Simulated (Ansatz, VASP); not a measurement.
**Cross-check of As4Se3 (As4Se3 glass) between VASP and Ansatz**

Wanted: the spread between two codes on one cell, functional and k mesh. The structure shown is the end of the Ansatz relaxation below.

Program: Ansatz 0.2.0. Level of theory: plane waves, with VASP 6.6.1 beside it; single point at LDA. Results are calculated unless marked as measured.

## (1) The starting structure

The cell holds 91 atoms: 52 As and 39 Se. Its edges and angles: a = 14.118 Å, b = 13.414 Å, c = 12.156 Å, α = 90.0°, β = 90.0°, γ = 90.0°. As first built, before any earlier steps moved the atoms (in the runner's words): 91 atoms (52 As, 39 Se) placed at random at 4.447 g/cm^3 and pushed apart to contact distance.

## (2) Ansatz: relaxation, LDA

Ansatz runs on its default PAW (the set named soft_2) files.

This run makes the geometry at which the two programs are then compared.

input.yaml

```yaml
crystal:
  lattice:
    - [14.44811, 0.0, 0.0]
    - [0.0, 14.38188, 0.0]
    - [0.0, 0.0, 13.83353]
  atoms:
    - { symbol: As, position: [0.43237, 0.20686, 0.45504] }
    - { symbol: As, position: [0.85208, 0.2536, 0.97215] }
    # ... one line an atom, as in the record's system
kpoints:
  mp_grid: { grid: [1, 1, 1] }
hamiltonian:
  xc: lda
scf:
  occupations: { method: fermi_dirac, width: 0.05 }
output:
  forces: true
  stress: true
relax:
  f_tol: 0.04
  max_steps: 60
  cell: { stress_tol: 0.1, fix: [alpha, beta, gamma] }
```

Started as:

```bash
ansatz run input.yaml --threads 32 --pin off --max-ram 143360MiB --backend cuda --events-out ev --progress --plain --runs-dir out
```

Numbers of over 12 decimals in the logs are rounded to 6 here.

The log of the run:

```text
Engine: ansatz 0.2.0, aarch64-unknown-linux-gnu
Pseudopotentials: kind: paw
Pseudopotential: As, paw, valence charge 15, recommended cutoff 420 eV (normal), As.paw.azcp
Pseudopotential: Se, paw, valence charge 16, recommended cutoff 420 eV (normal), Se.paw.azcp
[...]
Crystal: 91 atoms, lattice volume = 2874.483 Å³
Basis set: ecut = 420 eV, 56155 PW (Γ)
Bands: 843, of which v1, the nominal top of the filled ones, is band 702 counted from 1 (701 counted from 0)
k-points: 1
PAW frozen core: As, regenerated for the run's functional, and the local potential with it (the file was generated under x = pbe(κ = 0.804, μ = 0.219515), c = pbe(β = 0.066725))
PAW frozen core: Se, regenerated for the run's functional, and the local potential with it (the file was generated under x = pbe(κ = 0.804, μ = 0.219515), c = pbe(β = 0.066725))
[...]
relax step   1: F+E_penalty+E_count = -458165.67065838 eV  Δ(F+E_penalty+E_count) = +0.000e0 eV  max|allowed force component| = 4.217e-1 eV/Å  Δτ_max = 0.0000 Å  P = -3.088 GPa  Ω = 2874.483 Å³
[... from here on, the SCF cycles and remarks between the steps are left out ...]
relax step   2: F+E_penalty+E_count = -458168.73063237 eV  Δ(F+E_penalty+E_count) = -3.060e0 eV  max|allowed force component| = 6.577e-1 eV/Å  Δτ_max = 0.1134 Å  P = +1.099 GPa  Ω = 2476.257 Å³
relax step   5: F+E_penalty+E_count = -458170.13784955 eV  Δ(F+E_penalty+E_count) = -2.682e-1 eV  max|allowed force component| = 3.735e-1 eV/Å  Δτ_max = 0.2000 Å  P = -0.014 GPa  Ω = 2358.835 Å³
relax step   9: F+E_penalty+E_count = -458170.41300767 eV  Δ(F+E_penalty+E_count) = -2.743e-2 eV  max|allowed force component| = 1.096e-1 eV/Å  Δτ_max = 0.0775 Å  P = -0.020 GPa  Ω = 2319.659 Å³
relax step  13: F+E_penalty+E_count = -458170.48356521 eV  Δ(F+E_penalty+E_count) = -1.404e-2 eV  max|allowed force component| = 6.880e-2 eV/Å  Δτ_max = 0.1311 Å  P = -0.031 GPa  Ω = 2311.122 Å³
relax step  17: F+E_penalty+E_count = -458170.53033602 eV  Δ(F+E_penalty+E_count) = -1.045e-2 eV  max|allowed force component| = 6.029e-2 eV/Å  Δτ_max = 0.0497 Å  P = +0.019 GPa  Ω = 2302.349 Å³
relax step  19: F+E_penalty+E_count = -458170.54041080 eV  Δ(F+E_penalty+E_count) = -3.677e-3 eV  max|allowed force component| = 6.040e-2 eV/Å  Δτ_max = 0.0242 Å  P = +0.003 GPa  Ω = 2301.630 Å³
relax step  20: F+E_penalty+E_count = -458170.54332598 eV  Δ(F+E_penalty+E_count) = -2.915e-3 eV  max|allowed force component| = 3.661e-2 eV/Å  Δτ_max = 0.0176 Å  P = -0.007 GPa  Ω = 2302.043 Å³
relax step  21: F+E_penalty+E_count = -458170.47640331 eV  Δ(F+E_penalty+E_count) = +6.692e-2 eV  max|allowed force component| = 3.675e-2 eV/Å  Δτ_max = 0.0000 Å  P = -0.018 GPa  Ω = 2302.043 Å³
basis re-selected at this cell: Δ(F+E_penalty+E_count) = +6.692e-2 eV, ΔP = -0.011 GPa vs the last step (what re-selecting the basis moved, of the pressure what is left beyond the Pulay correction that the steps carried, after the strain that the cell walked since its last selection, with what the two solves' SCF thresholds leave and, on support functions, any second-order correction that the steps lacked; it is no measure of the basis error at this ecutwfc). The dense FFT grid was sized anew with the basis: this SCF ran on 96×90×90 points, the steps before it on 100×100×96, so part of this shift can come from that change (see relax.cell in the input reference). [rest of the remark cut]
SCF converged after 7 iterations
Free energy (F): -458170.476403 eV
Internal energy: -458170.474968 eV  (E = F + TS)
E sigma→0 (E₀):  -458170.475686 eV
Entropy (-TS):   -0.001436 eV (-0.016 meV/atom)
Fermi energy:    7.983388 eV
--- Forces (eV/Å), atoms counted from 1 ---
  max |Σ_I F_I| component: 1.36e-5 eV/Å
--- Stress (GPa, compression-positive) ---
       -0.027820      -0.391463      -0.422903
       -0.391463      -0.014800      -0.127077
       -0.422903      -0.127077      -0.011039
  P = ⅓ Tr σ = -0.0179 GPa (-0.179 kbar)
--- Band table (eV) ---
--- Relaxed structure (20 steps of the walk, 20 accepted, 1 SCFs on fresh bases) ---
  F+E_penalty+E_count = -458170.47640331 eV   max|allowed force component| = 3.675e-2 eV/Å   (the final SCF, on the basis selected at the relaxed cell)
  cell:  # Å, volume = 2302.0430 Å³
    - [14.117713, 0, 0]
    - [0, 13.413593, 0]
    - [0, 0, 12.156372]
  atoms:
    [... one line an atom ...]
```

## (3) VASP: single point, LDA

The same cell, functional (in two slightly different forms), mesh and smearing now go to VASP, with its own data sets.

Lines of VASP's logs that name or quote its potential files are left out, and so is its time.

INCAR

```
SYSTEM = As4Se3
PREC = Accurate
ENCUT = 400
EDIFF = 1E-06
NELM = 120
ISMEAR = -1
SIGMA = 0.05
LREAL = Auto
ALGO = Normal
GGA = CA
NBANDS = 312
LORBIT = 11
LWAVE = .FALSE.
LCHARG = .FALSE.
ISIF = 2
LASPH = .TRUE.
GGA_COMPAT = .FALSE.
EFERMI = MIDGAP
NCORE = 2
```

POSCAR

```
As4Se3
1.0
   14.1177130000      0.0000000000      0.0000000000
    0.0000000000     13.4135930000      0.0000000000
    0.0000000000      0.0000000000     12.1563720000
As Se
52 39
Direct
    0.4495400000      0.2280000000      0.4915100000
    0.8611100000      0.2221100000      0.9658000000
    0.7768400000      0.3876400000      0.9818400000
    0.2289500000      0.5419600000      0.6643800000
    0.2191200000      0.7816900000      0.2284900000
    0.1211400000      0.4537800000      0.4301300000
    0.1354400000      0.6969400000      0.6466200000
    0.5919100000      0.8886200000      0.8967400000
    0.0550800000      0.4735400000      0.2401900000
    0.2696400000      0.1825700000      0.7323000000
    0.5228000000      0.3372500000      0.3549500000
    0.7619300000      0.7383200000      0.0979300000
    0.5565300000      0.6658200000      0.7377000000
    0.2583800000      0.9263900000      0.5809200000
    0.7345300000      0.9930800000      0.9015500000
    0.9442800000      0.8460400000      0.8804200000
    0.3939800000      0.9441400000      0.7908500000
    0.6478200000      0.3022400000      0.5724600000
    0.4668900000      0.0024100000      0.9599700000
    0.7095000000      0.8307100000      0.4757600000
    0.5573900000      0.8976200000      0.3929700000
    0.9406600000      0.8922800000      0.3310600000
    0.2545200000      0.5869300000      0.8651600000
    0.8046900000      0.0809900000      0.5706200000
    0.9171600000      0.1212800000      0.7221100000
    0.0317400000      0.7552100000      0.0342100000
    0.7291300000      0.3270000000      0.1708600000
    0.8119600000      0.1588600000      0.1481200000
    0.4145500000      0.3481500000      0.1978400000
    0.2288600000      0.5088900000      0.2006600000
[... 55 atom lines left out ...]
    0.2461200000      0.0229100000      0.8595800000
    0.8697800000      0.4832200000      0.5278800000
    0.6064200000      0.1794900000      0.3270600000
    0.8435200000      0.3960200000      0.2963100000
    0.9703200000      0.9122100000      0.5720400000
    0.0159700000      0.2330500000      0.2094200000
```

KPOINTS

```
Automatic mesh
0
Gamma
1 1 1
0 0 0
```

Potentials, in the order of the species: As and Se (LDA family, release 64).

Started as:

```bash
mpirun -np 8 vasp_gam
```

The log of the run:

```text
[banner, memory and clock lines left out]
running    8 mpi-ranks, on    1 nodes
[...]
LDA part: xc-table for (Slater(with rela. corr.)+CA(PZ))
 , standard interpolation
 POSCAR, INCAR and KPOINTS ok, starting setup
[...]
entering main loop
       N       E                     dE             d eps       ncg     rms          rms(c)
DAV:   1     0.346073591136E+04    0.34607E+04   -0.19166E+05   624   0.115E+03
DAV:   2     0.311167241887E+02   -0.34296E+04   -0.32762E+04   792   0.229E+02
DAV:   3    -0.417286633328E+03   -0.44840E+03   -0.43520E+03   728   0.834E+01
DAV:   4    -0.438813282863E+03   -0.21527E+02   -0.21191E+02   824   0.182E+01
[...]
DAV:  15    -0.434888125876E+03   -0.16545E-05   -0.11997E-05   768   0.449E-03    0.141E-02
DAV:  16    -0.434888124868E+03    0.10079E-05   -0.47854E-06   624   0.289E-03    0.573E-03
DAV:  17    -0.434888125210E+03   -0.34152E-06   -0.23666E-06   456   0.214E-03
   1 F= -.43488813E+03 E0= -.43488738E+03  d E =-.149914E-02
```

Parts of OUTCAR (step 3):

```text
  FREE ENERGIE OF THE ION-ELECTRON SYSTEM (eV)
  ---------------------------------------------------
  free  energy   TOTEN  =      -434.8881252096 eV

  energy  without entropy=     -434.8866260712  energy(sigma->0) =     -434.88737564
```

The run ends at a pressure of 0.28 GPa, with forces up to 0.12 eV/Å.

## (4) Comparison

Known differences besides the potentials themselves: the two LDA forms differ slightly; the data sets hold 1404 valence electrons in Ansatz (on its default PAW (the set named soft_2) files) and 494 in VASP; the cutoff is 420 eV in Ansatz and 400 eV in VASP (PREC = Accurate, projectors in real space); VASP's log shows a relativistic correction to its local exchange, Ansatz's none. Total energies have different zeros and are not compared.

Compared:

```
              quantity  Ansatz   VASP  difference
gap on the k mesh (eV)   0.750  0.744      +0.006
```

A gap on the mesh is an upper bound, since the band edges may lie between its points.

## (5) Outcome

* difference in gap on the k mesh (single point, LDA): 0.0064 eV

The difference in gap on the k mesh is 0.0064 eV (single point, LDA), within the 0.08 eV picked in this series as the mark of a large difference. The data sets hold unlike numbers of valence electrons (1404 in Ansatz and 494 in VASP), so part of the differences comes from the potentials. How closely two codes agree says nothing of how well the functional describes the real material.

[Lines on the potential files, build, host, timing and source positions are cut from VASP's logs without a mark.]

[Logs are printed without paths, hosts, clocks, repeated set-up lines and the standing remarks that a program may print on its own settings, such as how far it seeks lower states.]

[Hosts, paths, dates, database ids (printed as entryN), source tags and the programs' standing remarks are cut or masked in the printed files.]
